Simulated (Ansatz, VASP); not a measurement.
# One calculation of Mg, two programs

File INCAR:

```
SYSTEM = Mg
PREC = Accurate
ENCUT = 520
EDIFF = 1E-7
ISMEAR = 0
SIGMA = 0.026000000000000002
LREAL = .False.
LASPH = .True.
NELM = 60
ALGO = Normal
ISIF = 2
LWAVE = .False.
LCHARG = .False.
GGA = PE
```

KPOINTS

```
Automatic mesh
0
Gamma
  10 10 5
  0 0 0
```

POSCAR

```
Mg
1.0
    3.2093000000      0.0000000000      0.0000000000
   -1.6046500000      2.7793353284      0.0000000000
    0.0000000000      0.0000000000      5.2103000000
Mg
2
Direct
    0.6666666667      0.3333333333      0.7500000000
    0.3333333333      0.6666666667      0.2500000000
```

Contents of input.yaml:

```yaml
crystal:
  lattice:
    - [3.2093, 0.0, 0.0]
    - [-1.60465, 2.7793353284, 0.0]
    - [0.0, 0.0, 5.2103]
  atoms:
    - { symbol: Mg, position: [0.6666666667, 0.3333333333, 0.75] }
    - { symbol: Mg, position: [0.3333333333, 0.6666666667, 0.25] }
hamiltonian:
  xc: pbe
  pseudopotentials: { kind: paw }
kpoints:
  mp_grid: { grid: [10, 10, 5] }
scf:
  occupations: { method: gaussian, width: 0.026 }
output:
  forces: true
  stress: true
  eigenvalues: true
```

Alike in both runs: task single point; functional PBE; k mesh 10 × 10 × 5; occupations gaussian, width 0.026 eV; no spin polarisation.

|  | VASP | Ansatz |
| --- | --- | --- |
| version | VASP 6.6.1 | Ansatz 0.2.0 |
| potentials or method | VASP PAW PBE potentials, release 64 (Mg) | Ansatz PAW |
| plane-wave cutoff (eV) | 520 | 420 |
| valence electrons in the cell | 4 | 20 |

```csv
,VASP,Ansatz,Ansatz less VASP
gap on the k mesh at the Fermi level (eV),none,none,-
pressure (GPa),-0.6,-0.4,+0.13
largest component of the traceless stress (GPa),0.47,0.47,-0.009
```

A gap of «none» marks a metal or a gap that the smearing closes. The two sets of potentials don't hold the same shells in valence.
